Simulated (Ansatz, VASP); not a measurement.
Two plane-wave programs on BeS

Contents of INCAR:

```
SYSTEM = BeS
PREC = Accurate ; ENCUT = 520
EDIFF = 1E-8 ; ISMEAR = -1
SIGMA = 0.03 ; LREAL = .False.
LASPH = .True. ; NELM = 100
ALGO = Normal ; ISIF = 2
LWAVE = .False. ; LCHARG = .False.
GGA = PE ; LEFG = .True.
NBANDS = 11
```

File KPOINTS:

```
regular mesh
0
Gamma
  10 10 10
  0 0 0
```

The input POSCAR:

```
BeS
1.0
    0.0000000000      2.3511130669      2.3511130669
    2.3511130669      0.0000000000      2.3511130669
    2.3511130669      2.3511130669      0.0000000000
Be S
1 1
Direct
    0.0000000000      0.0000000000      0.0000000000
    0.2500000000      0.2500000000      0.2500000000
```

Input for Ansatz:

```yaml
crystal:
  lattice:
    - [0.0, 2.3511130669, 2.3511130669]
    - [2.3511130669, 0.0, 2.3511130669]
    - [2.3511130669, 2.3511130669, 0.0]
  atoms:
    - { symbol: Be, position: [0.0, 0.0, 0.0] }
    - { symbol: S, position: [0.25, 0.25, 0.25] }
kpoints:
  mp_grid: { grid: [10, 10, 10] }
  band_path:
    path:
      - [0.0, 0.0, 0.0]
      - [-0.5, -0.5, 0.0]
      - [-0.375, -0.375, 0.25]
      - [-0.375, 0.0, 0.375]
      - [0.0, 0.0, 0.0]
      - [0.0, 0.0, 0.5]
      - [-0.5, -0.25, 0.25]
      - [-0.5, -0.5, 0.0]
    npoints: 6
scf:
  occupations: { method: fermi_dirac, width: 0.03 }
hamiltonian:
  xc: pbe
  pseudopotentials: { kind: paw }
output:
  forces: true
  stress: true
  eigenvalues: true
  efg: { contact_densities: true }
  populations: true
```

Change from the starting cell: volume scaled by 0.9, PAW files.

Alike in both runs: task electric field gradients; functional PBE; k mesh 10 × 10 × 10; occupations fermi-dirac, width 0.03 eV; no spin polarisation.

|  | VASP | Ansatz |
| --- | --- | --- |
| version | VASP 6.6.1 | Ansatz 0.2.0 |
| potentials or method | VASP PAW PBE potentials, release 64 (Be, S) | PAW with Ansatz's default frozen-core files, scalar-relativistic |
| plane-wave cutoff (eV) | 520 | 420 |
| valence electrons in the cell | 8 | 8 |

|  | VASP | Ansatz | Ansatz less VASP |
| --- | --- | --- | --- |
| gap on the k mesh at the Fermi level (eV) | 2.88 | 2.88 | -0.001 |
| pressure (GPa) | 12.4 | 12.4 | +0.01 |
| Vzz of the field gradient on the site that differs most (V/Å²) | 0.0 | 0.0 | 0.00 |

A k mesh can miss the band edges.
